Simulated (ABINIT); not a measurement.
# Ti (Fm-3m) in ABINIT: convergence with k mesh

Aim: find how far k mesh must go before the results for Ti settle, at r2SCAN. This setting moves, with any that are tied to it; all else stays.

Program: ABINIT 10.8.3 (patched build). These are calculated values, not measurements. Logs are shortened: lines on timing, memory, paths and dates and some standing lists are left out, and cuts for length are marked. The log counts tension as positive stress, the text compression.

## 1. The structure

It takes space group Fm-3m (No. 225, cubic). The conventional cell has a = 4.060 Å, b = 4.060 Å, c = 4.060 Å, α = 90.00°, β = 90.00°, γ = 90.00°. Around Ti (site symmetry m-3m) lie 12 Ti at 2.87 Å.

This isn't the form of Ti at room conditions, which is hcp.

## 2. With k mesh 2 × 2 × 2

run.abi reads:

```
pp_dirpath "./"
pseudos "Ti.GGA_PBE-JTH.xml"

acell 3*1.0
rprim
     0.0000000000     3.8361440330     3.8361440330
     3.8361440330     0.0000000000     3.8361440330
     3.8361440330     3.8361440330     0.0000000000
ntypat 1
znucl 22
natom 1
typat 1
xred
     0.0000000000     0.0000000000     0.0000000000

ecut 18.0
pawecutdg 36.0

kptopt 1
ngkpt 2 2 2
nshiftk 1
shiftk 0.0 0.0 0.0

ixc -497498
usekden 1
pawxcdev 0

nband 10
occopt 3
tsmear 0.05 eV

nstep 100
tolvrs 1.0e-7

iomode 3
prtwf 0
prtden 0
prteig 0
prtebands 0
enunit 2
prtvol 2
```

Potentials or basis: JTH PAW PBE v2.0.

Launch:

```console
$ abinit run.abi > log 2>&1
```

Wall time 14 s (1 thread of Arm Neoverse V1, shared host); peak memory 0.09 GiB.

The run converged. Its results:

```yaml
Free_energy: -1500.9616 eV
Pressure: -3.2 GPa
Band_gap_on_the_k_mesh: none (metal or under the smearing width)
Valence_electrons_inside_the_program's_atomic_spheres: Ti 10.12 (radii [1.2214] Å)
```

## 3. With k mesh 3 × 3 × 3

run.abi: that of step 2 with these lines changed.

```diff
@@ -19,3 +19,3 @@
 kptopt 1
-ngkpt 2 2 2
+ngkpt 3 3 3
 nshiftk 1
```

Potentials or basis: JTH PAW PBE v2.0.

Launch:

```console
$ abinit run.abi > log 2>&1
```

It took 8.6 s on 1 thread of Arm Neoverse V1, shared host; peak memory 0.09 GiB.

Results (log left out):

| Property | Result |
| --- | --- |
| Free energy | -1500.6913 eV |
| Pressure | 3.3 GPa |
| Band gap on the k mesh | none (metal or under the smearing width) |
| Valence electrons inside the program's atomic spheres | Ti 10.16 (radii [1.2214] Å) |

## 4. With k mesh 5 × 5 × 5

run.abi: that of step 3 with these lines changed.

```diff
@@ -19,3 +19,3 @@
 kptopt 1
-ngkpt 3 3 3
+ngkpt 5 5 5
 nshiftk 1
```

Launch:

```console
$ abinit run.abi > log 2>&1
```

It took 12 s on 1 thread of Arm Neoverse V1, shared host; peak memory 0.09 GiB.

It converged, with:

```yaml
Free_energy: -1500.7367 eV
Pressure: 2.5 GPa
Band_gap_on_the_k_mesh: none (metal or under the smearing width)
Valence_electrons_inside_the_program's_atomic_spheres: Ti 10.17 (radii [1.2214] Å)
```

## 5. With k mesh 7 × 7 × 7

run.abi: that of step 4 with these lines changed.

```diff
@@ -19,3 +19,3 @@
 kptopt 1
-ngkpt 5 5 5
+ngkpt 7 7 7
 nshiftk 1
@@ -40,2 +40 @@
 enunit 2
-prtvol 2
```

Launch:

```console
$ abinit run.abi > log 2>&1
```

It took 12 s on 1 thread of Arm Neoverse V1, shared host; peak memory 0.09 GiB.

It converged, with:

```yaml
Free_energy: -1500.7149 eV
Pressure: 3.6 GPa
Band_gap_on_the_k_mesh: none (metal or under the smearing width)
Valence_electrons_inside_the_program's_atomic_spheres: Ti 10.16 (radii [1.2214] Å)
```

## 6. With k mesh 8 × 8 × 8

run.abi: that of step 5 with these lines changed.

```diff
@@ -19,3 +19,3 @@
 kptopt 1
-ngkpt 7 7 7
+ngkpt 8 8 8
 nshiftk 1
```

Potentials or basis: JTH PAW PBE v2.0.

Launch:

```console
$ abinit run.abi > log 2>&1
```

Wall time 17 s (1 thread of Arm Neoverse V1, shared host); peak memory 0.09 GiB.

Results (log left out):

```
Free energy                                           : -1500.7151 eV
Pressure                                              : 3.6 GPa
Band gap on the k mesh                                : none (metal or under the smearing width)
Valence electrons inside the program's atomic spheres : Ti 10.16 (radii [1.2214] Å)
```

## 7. With k mesh 10 × 10 × 10

run.abi: that of step 6 with these lines changed.

```diff
@@ -19,3 +19,3 @@
 kptopt 1
-ngkpt 8 8 8
+ngkpt 10 10 10
 nshiftk 1
```

Launch:

```console
$ abinit run.abi > log 2>&1
```

Wall time 27 s (1 thread of Arm Neoverse V1, shared host); peak memory 0.1 GiB.

The run converged. Its results:

```yaml
Free_energy: -1500.7174 eV
Pressure: 3.2 GPa
Band_gap_on_the_k_mesh: none (metal or under the smearing width)
Valence_electrons_inside_the_program's_atomic_spheres: Ti 10.17 (radii [1.2214] Å)
```

## 8. With k mesh 12 × 12 × 12

run.abi: that of step 7 with these lines changed.

```diff
@@ -19,3 +19,3 @@
 kptopt 1
-ngkpt 10 10 10
+ngkpt 12 12 12
 nshiftk 1
```

Launch:

```console
$ abinit run.abi > log 2>&1
```

Wall time 39 s (1 thread of Arm Neoverse V1, shared host); peak memory 0.1 GiB.

Results (log left out):

```yaml
Free_energy: -1500.7179 eV
Pressure: 3.4 GPa
Band_gap_on_the_k_mesh: none (metal or under the smearing width)
Valence_electrons_inside_the_program's_atomic_spheres: Ti 10.17 (radii [1.2214] Å)
```

## 9. With k mesh 14 × 14 × 14

run.abi: that of step 8 with these lines changed.

```diff
@@ -19,3 +19,3 @@
 kptopt 1
-ngkpt 12 12 12
+ngkpt 14 14 14
 nshiftk 1
```

Potentials or basis: JTH PAW PBE v2.0.

Launch:

```console
$ abinit run.abi > log 2>&1
```

Wall time 58 s (1 thread of Arm Neoverse V1, shared host); peak memory 0.11 GiB.

The run converged. Its results:

```
Free energy                                           : -1500.7181 eV
Pressure                                              : 3.4 GPa
Band gap on the k mesh                                : none (metal or under the smearing width)
Valence electrons inside the program's atomic spheres : Ti 10.17 (radii [1.2214] Å)
```

## 10. With k mesh 16 × 16 × 16

run.abi: that of step 9 with these lines changed.

```diff
@@ -19,3 +19,3 @@
 kptopt 1
-ngkpt 14 14 14
+ngkpt 16 16 16
 nshiftk 1
```

Potentials or basis: JTH PAW PBE v2.0.

Launch:

```console
$ abinit run.abi > log 2>&1
```

run.abo:

```text
.Version 10.8.3 of ABINIT
 Symmetries : space group Fm -3 m (#225); Bravais cF (face-center cubic)
================================================================================
 Values of the parameters that define the memory need of the present run
     intxc =       0    ionmov =       0      iscf =      17    lmnmax =      18
     lnmax =       6     mgfft =      24  mpssoang =       3    mqgrid =    3001
     natom =       1  nloc_mem =       2    nspden =       1   nspinor =       1
    nsppol =       1      nsym =      48    n1xccc =       1    ntypat =       1
    occopt =       3   xclevel =       2
       mpw =         428          nfft =       13824          nkpt =         145
 PAW method is used; the additional fine FFT grid is defined by:
   mgfftf=        30    nfftf =     27000
================================================================================
================================================================================

--------------------------------------------------------------------------------
------------- Echo of variables that govern the present computation ------------
--------------------------------------------------------------------------------
 -outvars: echo values of preprocessed input variables --------
            acell      1.0000000000E+00  1.0000000000E+00  1.0000000000E+00 Bohr
              amu      4.78800000E+01
             ecut      1.80000000E+01 Hartree
           enunit           2
                       outvar_i_n : Printing only first  50 k-points.
              ixc     -497498
                       outvar_i_n : Printing only first  50 k-points.
         kptrlatt       16    0    0      0   16    0      0    0   16
          kptrlen      8.68020307E+01
            natom           1
            nband          10
            ngfft          24      24      24
          ngfftdg          30      30      30
             nkpt         145
            nstep         100
             nsym          48
           ntypat           1
                       prtocc : prtvol=0, do not print more k-points.
           occopt           3
        pawecutdg      3.60000000E+01 Hartree
         pawxcdev           0
           prtden           0
        prtebands           0
           prteig           0
          prtkden           1
            prtwf           0
            rprim      0.0000000000E+00  3.8361440330E+00  3.8361440330E+00
                       3.8361440330E+00  0.0000000000E+00  3.8361440330E+00
                       3.8361440330E+00  3.8361440330E+00  0.0000000000E+00
          spgroup         225
           tolvrs      1.00000000E-07
           tsmear      1.83746611E-03 Hartree
            typat      1
          usekden           1
           useylm           1
                       outvars : Printing only first  50 k-points.
            znucl       22.00000

================================================================================

 chkinp: Checking input parameters for consistency.

================================================================================
== DATASET  1 ==================================================================

--- !DatasetInfo
iteration_state: {dtset: 1, }
dimensions: {natom: 1, nkpt: 145, mband: 10, nsppol: 1, nspinor: 1, nspden: 1, mpw: 428, }
cutoff_energies: {ecut:  18.0, pawecutdg:  36.0, }
[... 112 lines left out ...]
       0.000000000000      0.000000000000      0.000000000000
 rms dE/dt=  0.0000E+00; max dE/dt=  0.0000E+00; dE/dt below (all hartree)
    1       0.000000000000      0.000000000000      0.000000000000

 cartesian coordinates (angstrom) at end:
    1      0.00000000000000     0.00000000000000     0.00000000000000

 cartesian forces (hartree/bohr) at end:
    1     -0.00000000000000    -0.00000000000000    -0.00000000000000
 frms,max,avg= 0.0000000E+00 0.0000000E+00   0.000E+00  0.000E+00  0.000E+00 h/b

 cartesian forces (eV/Angstrom) at end:
    1     -0.00000000000000    -0.00000000000000    -0.00000000000000
 frms,max,avg= 0.0000000E+00 0.0000000E+00   0.000E+00  0.000E+00  0.000E+00 e/A
 length scales=  1.000000000000  1.000000000000  1.000000000000 bohr
              =  0.529177210544  0.529177210544  0.529177210544 angstroms
 Fermi (or HOMO) energy (hartree) =   0.29334   Average Vxc (hartree)=  -0.43770
 Eigenvalues (hartree) for nkpt= 145  k points:
 kpt#   1, nband= 10, wtk=  0.00024, kpt=  0.0000  0.0000  0.0000 (reduced coord)
  -1.87503   -0.94708   -0.94708   -0.94708    0.05219    0.33056    0.33056    0.33056
   0.39998    0.39998
      occupation numbers for kpt#   1
   2.00000    2.00000    2.00000    2.00000    2.00000    0.00000    0.00000    0.00000
   0.00000    0.00000
 prteigrs : prtvol=0 or 1, do not print more k-points.

 Fermi (or HOMO) energy (eV) =   7.98216   Average Vxc (eV)= -11.91051
 Eigenvalues (   eV  ) for nkpt= 145  k points:
 kpt#   1, nband= 10, wtk=  0.00024, kpt=  0.0000  0.0000  0.0000 (reduced coord)
 -51.02216  -25.77134  -25.77134  -25.77134    1.42016    8.99497    8.99497    8.99497
  10.88405   10.88405
 prteigrs : prtvol=0 or 1, do not print more k-points.

--- !EnergyTerms
iteration_state     : {dtset: 1, }
comment             : Components of total free energy in Hartree
kinetic             :  7.74926900698921E+00
hartree             :  1.11695120887954E+01
xc                  : -3.02638743160994E+00
Ewald energy        : -4.30262871383947E+01
psp_core            :  2.70975862954385E+00
local_psp           : -3.37873492344277E+01
PAW spherical_terms :  3.06155061275177E+00
internal            : -5.51499334663521E+01
'-kT*entropy'       : -4.63452405575885E-04
total_energy        : -5.51503969187577E+01
total_energy_eV     : -1.50071875217547E+03
...

--- !EnergyTermsDC
iteration_state     : {dtset: 1, }
comment             : '"Double-counting" decomposition of free energy'
band_energy         : -8.57202627479991E+00
Ewald energy        : -4.30262871383947E+01
psp_core            :  2.70975862954385E+00
xc_dc               : -1.05890446053685E+01
PAW spherical_terms :  4.32767433226523E+00
internal            : -5.51499250567540E+01
'-kT*entropy'       : -4.63452405575885E-04
total_energy_dc     : -5.51503885091596E+01
total_energy_dc_eV  : -1.50071852333865E+03
...

--- !EnergyTermsWithPAWCore
iteration_state     : {dtset: 1, }
comment             : 'Components of total free energy, including PAW core contributions'
Total energy        : -8.53980842545746E+02
Total energy DC     : -8.53980834136148E+02
Total energy (eV)   : -2.32380025531806E+04
Total energy DC (eV): -2.32380023243438E+04
...

 Cartesian components of stress tensor (hartree/bohr^3)
  sigma(1 1)= -1.16115605E-04  sigma(3 2)=  0.00000000E+00
  sigma(2 2)= -1.16115605E-04  sigma(3 1)=  0.00000000E+00
  sigma(3 3)= -1.16115605E-04  sigma(2 1)=  0.00000000E+00

-Cartesian components of stress tensor (GPa)         [Pressure=  3.4162E+00 GPa]
- sigma(1 1)= -3.41623904E+00  sigma(3 2)=  0.00000000E+00
- sigma(2 2)= -3.41623904E+00  sigma(3 1)=  0.00000000E+00
- sigma(3 3)= -3.41623904E+00  sigma(2 1)=  0.00000000E+00

== END DATASET(S) ==============================================================
================================================================================

 -outvars: echo values of variables after computation  --------
            acell      1.0000000000E+00  1.0000000000E+00  1.0000000000E+00 Bohr
           etotal     -5.5150388509E+01
            fcart     -0.0000000000E+00 -0.0000000000E+00 -0.0000000000E+00
            rprim      0.0000000000E+00  3.8361440330E+00  3.8361440330E+00
                       3.8361440330E+00  0.0000000000E+00  3.8361440330E+00
                       3.8361440330E+00  3.8361440330E+00  0.0000000000E+00
           strten     -1.1611560501E-04 -1.1611560501E-04 -1.1611560501E-04
                       0.0000000000E+00  0.0000000000E+00  0.0000000000E+00
 Calculation completed.
```

Run time: 78 s. Hardware: 1 thread of Arm Neoverse V1, shared host; peak memory 0.11 GiB.

Results:

```
Free energy                                           : -1500.7185 eV
Pressure                                              : 3.4 GPa
Band gap on the k mesh                                : none (metal or under the smearing width)
Valence electrons inside the program's atomic spheres : Ti 10.17 (radii [1.2214] Å)
```

## 11. The series at a glance

```
      k mesh  energy less the tightest run, at zero smearing (meV/atom)  pressure (GPa)  SCF cycles  CPU time (s)  peak memory (GiB)
   2 × 2 × 2                                                    -208.19           -3.18          19            14               0.09
   3 × 3 × 3                                                      36.70            3.26          10           8.6               0.09
   5 × 5 × 5                                                     -17.44            2.55          10            12               0.09
   7 × 7 × 7                                                       5.96            3.57           7            12               0.09
   8 × 8 × 8                                                       2.98            3.58           8            17               0.09
10 × 10 × 10                                                       1.17            3.24           9            27                0.1
12 × 12 × 12                                                       0.93            3.43           9            39                0.1
14 × 14 × 14                                                       0.77            3.44          10            58               0.11
16 × 16 × 16                                                       0.00            3.42          10            78               0.11
```

Against the tightest run, the energy stays within 1 meV/atom from 12 × 12 × 12 on; the pressure stays within 0.1 GPa from 12 × 12 × 12 on. Meshes of other sizes hit other points, so gaps and Fermi surfaces needn't settle smoothly. The tightest run that finished is the yardstick and may itself not be fully converged.

Caveats: totals of a meta-GGA on PAW files have another zero than those of a GGA; the PAW data sets were made with another functional, which shifts forces and pressure a little.
